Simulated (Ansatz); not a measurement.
System: spinel MgAl2O4. Method: PBE (Ansatz, an electronic-structure program, plane waves, PAW).

Run with plane-wave cutoff 520 eV, 8×8×8 k mesh, Fermi–Dirac smearing 0.01 eV, scalar-relativistic PAW data made under PBE.

On both sides of the equilibrium volume: at 9.539 Å³/atom the pressure is 3.82 GPa and the direct gap at Γ 5.327 eV; at 9.928 Å³/atom they are -3.43 GPa and 4.953 eV. The fitted bulk modulus is 181 GPa.

### Question
Work out the volume deformation potential of this gap and its pressure coefficient, in two ways.

### Answer
a_V = dE_g/d ln V = (4.953 − 5.327)/ln(9.928/9.539) = -9.36 eV. Since dP = −B d ln V, dE_g/dP = −a_V/B = 52 meV/GPa. Straight from the pressures: (5.327 − 4.953)/(3.82 − (-3.43)) = 52 meV/GPa. At this level and over this range the gap at Γ widens under pressure.
